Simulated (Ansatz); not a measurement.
# Cold compression of Al (sc type)

```yaml
crystal:
  lattice:
    - [2.72233, 0.00000, 0.00000]
    - [0.00000, 2.72233, 0.00000]
    - [0.00000, 0.00000, 2.72233]
  atoms:
    - { symbol: Al, position: [0.00000, 0.00000, 0.00000] }
```

The cell comes from a relaxation on PAW files under the same functional, begun from a prototype that needn't be the stable phase.

Its volume is scaled at fixed shape and fractional positions.

Level of theory: DFT with PBE, scalar-relativistic, in Ansatz 0.2.0; a Γ-centred 16×16×16 k mesh, Fermi–Dirac smearing of 0.08 eV, no spin polarisation. LAPW: all electrons, basis error target 1 meV/atom; PAW: frozen-core files, cutoff 420 eV; crystal datasets: all electrons, by PAW datasets that the program makes for each cell; norm-conserving: pseudopotentials, cutoff 544 eV; PAW (cutoff 1000 eV): frozen-core files, cutoff 1000 eV.

Energies are extrapolated to zero smearing and count from the unscaled cell; pressure is positive in compression; gaps take the mesh and a band path. No temperature or zero-point motion is included.

| V/V0 | V (Å³/atom) | P LAPW (GPa) | ΔE LAPW (eV/atom) | P PAW − LAPW (GPa) | ΔE PAW − LAPW (meV/atom) |
| --- | --- | --- | --- | --- | --- |
| 1.00 | 20.18 | -0.02 | 0.000 | 0.02 | 0.0 |
| 0.92 | 18.56 | 5.60 | 0.026 | 0.04 | 0.4 |
| 0.84 | 16.95 | 14.31 | 0.122 | 0.09 | 1.1 |
| 0.76 | 15.33 | 27.7 | 0.329 | 0.16 | 2.4 |
| 0.68 | 13.72 | ? | ? | ? | ? |
| 0.60 | 12.11 | 81.7 | 1.346 | 0.43 | 8.2 |
| 0.52 | 10.49 | 137.0 | 2.423 | 0.59 | 13.6 |
| 0.45 | 9.08 | 218.0 | 3.956 | 0.60 | 19.0 |

(1) Fit the Vinet equation to the LAPW pressures shown (residuals weighted by 1/(|P| + 0.03·Pmax)), and predict the pressure of the withheld row.

(2) At the smallest volume, how far do crystal datasets and norm-conserving and PAW (cutoff 1000 eV) lie from LAPW in pressure?

(3) How do the Löwdin populations by LAPW change from the unscaled cell to the last row?

Answers

(1) The fit gives V0 = 20.17 Å³/atom, B0 = 56.8 GPa and B0′ = 4.33. At 13.72 Å³/atom, x = (V/V0)^(1/3) = 0.8795, and P = 3·B0·(1 − x)/x²·exp[1.5·(B0′ − 1)·(1 − x)] = 48.5 GPa. The run itself gave 48.5 GPa (0.0 % off) and ΔE = 0.704 eV/atom.

(2) crystal datasets: 0.00 GPa; norm-conserving: -1.75 GPa; PAW (cutoff 1000 eV): +0.58 GPa, on a LAPW pressure of 218.0 GPa.

(3) Al 2s 1.98 → 1.93, Al 3s 1.02 → 0.75, Al 3p 1.98 → 2.26 electrons an atom. These are projections on the shells that the free atoms fill; 0.02 e a cell lies outside them at the start and 0.08 e at the end.
